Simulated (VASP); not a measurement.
The system is Te2Pt (Moncheite).

```
Te Pt
1.0
     4.01000    0.00000    0.00000
    -2.00500    3.47276    0.00000
     0.00000    0.00000    5.20100
Te Pt
2 1
Direct
  0.33333 0.66667 0.25000
  0.66667 0.33333 0.75000
  0.00000 0.00000 0.00000
```

```yaml
Program: VASP 6.6.1
Task: relaxation of cell and atoms
Functional: r2SCAN
Potentials_or_basis: VASP PAW PBE potentials, release 64 (Te, Pt)
Cutoff: 600 eV
k_mesh: 12 × 12 × 7
Occupations: methfessel-paxton, width 0.1 eV
Spin: no spin polarisation
```

At the start: pressure 6.8 GPa; volume 24.14 Å³/atom.

**Question.** How do energy, volume and symmetry change on relaxing?

**Answer.** Over 18 steps the energy falls by 33.6 meV/atom and the volume is 25.80 Å³/atom (+6.9 %); space group P-3m1 (No. 164, to 0.05 Å).

The path:
```csv
step,energy change (eV),largest force (eV/Å),pressure (GPa),volume (Å³)
1,0.0000,0.8985,6.83,72.43
2,0.1456,0.9079,-8.22,83.77
3,-0.0932,0.0704,-0.28,76.47
4,-0.0933,0.0895,-0.13,76.35
5,-0.0932,0.1036,-0.01,76.27
6,-0.0977,0.0306,0.08,76.25
7,-0.0991,0.0367,0.16,76.22
8,-0.0991,0.0392,0.18,76.21
9,-0.0991,0.0508,0.18,76.21
10,-0.0991,0.0440,0.18,76.21
11,-0.0994,0.0730,-0.15,76.54
12,-0.0994,0.0752,-0.16,76.57
13,-0.0996,0.0672,-0.15,76.62
14,-0.1002,0.0427,-0.07,76.77
15,-0.1008,0.0035,0.09,77.09
16,-0.1008,0.0160,0.14,77.17
17,-0.1009,0.0068,-0.10,77.51
18,-0.1009,0.0005,-0.03,77.40
```

Final structure:
```
Te Pt
1.0
     4.05015    0.00000    0.00000
    -2.02508    3.50754    0.00000
     0.00000    0.00000    5.44860
Te Pt
2 1
Direct
  0.33333 0.66667 0.25050
  0.66667 0.33333 0.74950
  0.00000 0.00000 0.00000
```

Caveat: the PAW data sets were made with another functional, which shifts forces and pressure a little.
